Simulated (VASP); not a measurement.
# Settings for SrO: self-consistent run

SrO, P1 (no. 1), 2 atoms in the cell. PBE; PAW potentials Sr_sv, O (PBE set). VASP 6.6.1. The atoms are moved at random off their ideal places.

Wanted: energy within 1 meV/atom; forces within 0.005 eV/Å; pressure within 0.1 GPa.

POSCAR:
```
SrO
1.0
    0.0000000000      2.5663000000      2.5663000000
    2.5663000000      0.0000000000      2.5663000000
    2.5663000000      2.5663000000      0.0000000000
Sr O
1 1
Direct
    0.5069550000      0.4928200000      0.5033120000
    0.0076760000     -0.0009740000     -0.0034280000
```

## FFT grids and symmetry tolerance typed by hand

| FFT grids and symmetry tolerance typed by hand | Energy less reference (meV/atom) | Forces, largest deviation (eV/Å) | Pressure (GPa) | SCF iterations | Time (s) |
|---|---|---|---|---|---|
| default | 0.0 | 0.0000 | 3.22 | 15 | 98 |
| NGX, NGY, NGZ = 34, 34, 34 | 0.0 | 0.0001 | 3.22 | 15 | 218 |
| NGX, NGY, NGZ = 22, 22, 22 | 0.0 | 0.0000 | 3.22 | 15 | 64 |
| NGX, NGY, NGZ = 18, 18, 18 | -1.7 | 0.0003 | 3.32 | 15 | 39 |
| NGX, NGY, NGZ = 14, 14, 14 | -2.9 | 0.0041 | 2.80 | 15 | 19 |
| NGXF, NGYF, NGZF = 38, 38, 38 | 0.0 | 0.0002 | 3.22 | 15 | 114 |
| NGXF, NGYF, NGZF = 76, 76, 76 | 0.0 | 0.0001 | 3.22 | 15 | 96 |
| SYMPREC = 0.001 | crashed | crashed | crashed | 5 | 23 |
| SYMPREC = 1e-08 | 0.0 | 0.0000 | 3.22 | 15 | 146 |
| EWALD_CUTOFF = 2.0 | -2856.4 | 0.0364 | 47.85 | 15 | 107 |
| EWALD_CUTOFF = 8.0 | 0.0 | 0.0000 | 3.22 | 15 | 84 |

Chosen: NGX, NGY, NGZ = 22, 22, 22, the fastest of those that stay within half of the tolerance.

VASP's message at the runs that stop: VERY BAD NEWS! internal error in subroutineRHOSYG:stars are not distinct, try to increase SYMPREC to e.g. 1E-4 1.

## The input

INCAR:
```
PREC = Accurate ; ENCUT = 450
EDIFF = 1E-7 ; ISMEAR = 0
SIGMA = 0.02 ; LREAL = F
LASPH = T ; ALGO = Normal
NELM = 100 ; ISIF = 2
LWAVE = F ; LCHARG = F
NGX = 22 ; NGY = 22
NGZ = 22
```

KPOINTS:
```
k-points
0
Gamma
  8 8 8
```

Commands:
```
cat potpaw_PBE.64/Sr_sv/POTCAR potpaw_PBE.64/O/POTCAR > POTCAR
mpirun -np 1 vasp_std > vasp.out
```

The chosen input took VASP 6.6.1 64 s on 1 core (Intel Xeon Platinum 8488C (Sapphire Rapids)), a shared host.

## An input that fails: an FFT grid typed too coarse

It runs to its end, but against the unchanged starting input it is off by 464.1 meV/atom in the energy, 0.2389 eV/Å in the forces, 7.60 GPa in the pressure.

Changes against the starting input:
```
+ NGX = 10
+ NGY = 10
+ NGZ = 10
```
